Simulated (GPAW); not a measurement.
PbS (Galena), 2 atoms in the cell. It takes space group Fm-3m (No. 225, cubic). Conventional cell: a = 5.931 Å, b = 5.931 Å, c = 5.931 Å, α = 90.00°, β = 90.00°, γ = 90.00°. Pb (site symmetry m-3m) is surrounded by 6 S at 2.97 Å. S (site symmetry m-3m) has 6 Pb at 2.97 Å as nearest neighbours. 

```yaml
Program: GPAW 26.7.0
Task: G0W0 quasiparticle levels
Functional: PBE
Potentials_or_basis: GPAW PAW data sets (gpaw-data 1.2.1)
Cutoff: 500 eV
Basis: pw
k_mesh: 4 × 4 × 4
Occupations: fermi-dirac, width 0.001 eV
Spin: no spin polarisation
Response_ecut: 150 eV
Frequency: ppa
Extrapolate: yes
Vertex: none
Qp_bands: 1
Integrate_gamma: 1BZ
All_k: yes
Domega0: 0.1 eV
Maxiter: 150
Response_bands: 217
```

Potentials or basis: GPAW PAW data sets (gpaw-data 1.2.1), pw.

The run is started by

```bash
$ OMP_NUM_THREADS=1 python run.py
```

Hardware: 1 thread of Arm Neoverse V2, with other jobs on the host.

Question: How long does it take, and how much memory?

Answer: Run time: 19 min on 1 thread of Arm Neoverse V2, on a shared host, peak memory 0.47 GiB. Counts: scf iterations 11, plane waves 1363, bands 19, k points 8.
